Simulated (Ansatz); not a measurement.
Compressing AgI

Computed with DFT r2SCAN, scalar-relativistic, plane waves, PAW (Ansatz 0.2.0). Run with 500 eV cutoff, 6×6×4 k-mesh, Gaussian smearing of 0.02 eV, no spin polarisation.

Reference structure (relaxed):

```yaml
crystal:
  lattice:
    - [4.65544, 0.00000, 0.00000]
    - [-2.32772, 4.03173, 0.00000]
    - [0.00000, 0.00000, 7.58717]
  atoms:
    - { symbol: Ag, position: [0.33333, 0.66667, 0.00202] }
    - { symbol: Ag, position: [0.66667, 0.33333, 0.50202] }
    - { symbol: I, position: [0.33333, 0.66667, 0.37788] }
    - { symbol: I, position: [0.66667, 0.33333, 0.87788] }
```

Cell and atoms are relaxed at each pressure within the symmetry of the start, at zero temperature, so transitions that lower the symmetry aren't seen. The k-mesh given is that at zero pressure and may differ at others. a, b and c are the lengths of the cell vectors above. The axial ratios are soft, so the single lengths don't run smoothly. Gaps are generalised Kohn–Sham gaps over the whole zone.

Spin-orbit coupling is left out, which matters for the bands and energies of heavy elements.

| P (GPa) | V (Å³/atom) | V/V0 | a (Å) | b (Å) | c (Å) |
| --- | --- | --- | --- | --- | --- |
| -3 | 41.49 | 1.165 | 4.904 | 4.904 | 7.968 |
| 0 | 35.60 | 1.000 | 4.655 | 4.655 | 7.587 |
| 3 | 32.76 | 0.920 | 4.522 | 4.522 | 7.399 |
| 8 | 29.31 | 0.823 | 4.149 | 4.149 | 7.863 |
| 15 | 25.92 | 0.728 | 3.807 | 3.807 | 8.258 |

**Question.** What bulk modulus and pressure derivative fit these points?

**Answer.** A third-order Birch–Murnaghan fit gives B0 = 27 GPa and B0' = 3.7.

**Question.** Which cell vector or vectors give way most up to 15 GPa?

**Answer.** a and b: the changes are a -18.2 %, b -18.2 %, c +8.8 %.

**Question.** What does pressure do to the gap?

**Answer.** The gaps are 1.88 eV at -3 GPa, 1.86 eV at 0 GPa, 1.87 eV at 3 GPa, 1.62 eV at 8 GPa, 0.86 eV at 15 GPa.

Cost: 5 runs of about 14 core-minutes in all, on Arm Neoverse V2 (shared hosts).